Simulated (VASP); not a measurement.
Write the native input for VASP 6.6.1 that does the following.

| Item | Value |
| --- | --- |
| Task | single point |
| Functional | PBE |
| Potentials or basis | VASP PAW PBE potentials, release 64 (In_d, P) |
| Cutoff | 520 eV |
| k mesh | 6 × 6 × 6 |
| Occupations | fermi-dirac, width 0.02 eV |
| Spin | no spin polarisation |
| Dipole correction | no |
| Further INCAR settings | ALGO = Normal; EDIFF = 1e-07; NBANDS = 16 |

The structure of InP lies in POSCAR:

```
InP
1.0
    0.0000000000      2.9305000000      2.9305000000
    2.9305000000      0.0000000000      2.9305000000
    2.9305000000      2.9305000000      0.0000000000
In P
1 1
Direct
    0.0000000000      0.0000000000      0.0000000000
    0.2500000000      0.2500000000      0.2500000000
```

The input as run:

INCAR

```
PREC = Accurate
ENCUT = 520
EDIFF = 1E-7
ISMEAR = -1
SIGMA = 0.02
LREAL = False
LASPH = True
NELM = 60
ALGO = Normal
ISIF = 2
LWAVE = False
LCHARG = False
GGA = PE
NBANDS = 16
```

KPOINTS

```
regular mesh
0
Gamma
  6 6 6
```

Potentials or basis: VASP PAW PBE potentials, release 64 (In_d, P).

The run is started by

```sh
$ cat potpaw_PBE.64/In_d/POTCAR potpaw_PBE.64/P/POTCAR > POTCAR
$ mpirun -np 1 vasp_std > vasp.out
```

Results of the run:

The pressure is 3.3 GPa and the band gap on the k mesh is 0.71 eV, direct.

Caveat: spin-orbit coupling is left out, which moves the levels of the heavy elements.

Wall time 16 s on 1 thread of AMD EPYC 7R43 64-Core Processor (Zen 3), with other jobs on the host, peak memory 0.13 GiB.
